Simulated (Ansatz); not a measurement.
Tl:

```
CELL_PARAMETERS angstrom
3.45600 0.00000 0.00000
-1.72800 2.99298 0.00000
0.00000 0.00000 5.52500
ATOMIC_POSITIONS crystal
Tl 0.66667 0.33333 0.75000
Tl 0.33333 0.66667 0.25000
```

| Property | Result |
| --- | --- |
| Program | Ansatz 0.2.0 |
| Task | relaxation of cell and atoms |
| Functional | LDA |
| Potentials or basis | all-electron LAPW, relativistic spinors |
| Basis error allowed | 0.001 eV/atom |
| k mesh | 7 × 7 × 4 |
| Occupations | fermi-dirac, width 0.05 eV |
| Spin | spin-orbit coupling, no magnetisation |

At the start: volume 28.57 Å³/atom.

Q: How do energy, volume and symmetry change on relaxing?

A: Over 6 steps the energy falls by 16.9 meV/atom and the volume is 26.87 Å³/atom (-6.0 %); space group P6_3/mmc (No. 194, to 0.05 Å).

The path:
```csv
step,energy change (eV),largest force (eV/Å),volume (Å³)
1,0.0000,0.0000,57.15
2,-0.0297,0.0000,54.07
3,-0.0333,0.0000,53.31
4,-0.0338,0.0000,53.67
5,-0.0338,0.0000,53.75
6,-0.0339,0.0000,53.75
```

Final structure:
```xyz
2
Lattice="3.3429 0.0000 0.0000 -1.6715 2.8950 0.0000 0.0000 0.0000 5.5536" Properties=species:S:1:pos:R:3 pbc="T T T"
Tl    1.6715    0.9650    4.1652
Tl    0.0000    1.9300    1.3884
```

The cell as given is a measured one (28.57 Å³/atom); LDA puts the equilibrium volume -6.0 % from it, thermal expansion not counted.

Caveat: the k mesh is thin for a metal, which can move the energy by tens of meV per atom.
